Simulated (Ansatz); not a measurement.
Runs of Ansatz 0.2.0 on InSe. Symmetry: R3m, No. 160, trigonal system. Conventional cell: a = 4.000 Å, b = 4.000 Å, c = 25.320 Å, α = 90.00°, β = 90.00°, γ = 120.00°. In (site symmetry 3m) has 3 Se at 2.63 Å and 1 In at 2.82 Å as nearest neighbours. Around In (site symmetry 3m) lie 3 Se at 2.64 Å and 1 In at 2.82 Å. Se (site symmetry 3m) is surrounded by 3 In at 2.63 Å. Se (site symmetry 3m) is surrounded by 3 In at 2.64 Å. 

```csv
cell,gap on the mesh (eV),pressure (GPa),largest force (eV/Å)
relaxed to 30 GPa,-,30.0,-
relaxed to 5 GPa,0.58,5.0,-
relaxed,0.36,0.0,0.02
relaxed to 20 GPa,-,20.0,-
relaxed to 10 GPa,(a),10.0,0.01
```

Alike in all rows: task relaxation of cell and atoms; level PBEsol; potentials or basis all-electron LAPW, scalar-relativistic; no spin polarisation; k mesh 8 × 8 × 8; smearing fermi-dirac 0.05 eV; basis error allowed 0.002 eV/atom.

Question: Estimate the missing entries.

Answer: (a) 0.69.

Caveats: spin-orbit coupling is left out, which moves the levels of the heavy elements (some runs).

A k mesh can miss the band edges, and the runs leave out spin-orbit coupling on In, Se.
